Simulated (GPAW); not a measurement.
Crystal: InPd.

```xyz
2
Lattice="0.0000 2.7461 2.7461 2.7461 0.0000 2.7461 2.7461 2.7461 0.0000" Properties=species:S:1:pos:R:3 pbc="T T T"
In    0.0000    0.0000    0.0000
Pd    2.7461    2.7461    2.7461
```

The cell was built by a generator and needn't be a form met in nature.

```yaml
Program: GPAW 26.7.0
Task: relaxation of cell and atoms
Functional: PBEsol
Potentials_or_basis: PAW data sets generated in the run's folder for this functional
Cutoff: 600 eV
Basis: pw
k_mesh: 8 × 8 × 8
Occupations: fermi-dirac, width 0.05 eV
Spin: no spin polarisation
```

At the start: pressure -5.2 GPa; volume 20.71 Å³/atom.

Problem. How do energy, volume and symmetry change on relaxing?

Solution. Over 4 steps the energy falls by 20.4 meV/atom and the volume is 19.53 Å³/atom (-5.7 %); space group Fm-3m (No. 225, to 0.05 Å).

Step by step:
| step | energy change (eV) | largest force (eV/Å) | pressure (GPa) | volume (Å³) |
| --- | --- | --- | --- | --- |
| 1 | 0.0000 | 0.0000 | -5.24 | 41.42 |
| 2 | -0.0174 | 0.0000 | -4.10 | 40.82 |
| 3 | -0.0404 | 0.0000 | 0.48 | 38.87 |
| 4 | -0.0407 | 0.0000 | -0.03 | 39.07 |

Final structure:
```cif
data_structure
_symmetry_space_group_name_H-M 'P 1'
_symmetry_Int_Tables_number 1
_cell_length_a 3.8086
_cell_length_b 3.8086
_cell_length_c 3.8086
_cell_angle_alpha 60.000
_cell_angle_beta 60.000
_cell_angle_gamma 60.000
_cell_volume 39.07
loop_
_atom_site_label
_atom_site_type_symbol
_atom_site_fract_x
_atom_site_fract_y
_atom_site_fract_z
_atom_site_occupancy
In1 In 0.00000 0.00000 0.00000 1
Pd1 Pd 0.50000 0.50000 0.50000 1
```

Caveat: later steps reuse the first step's grids.
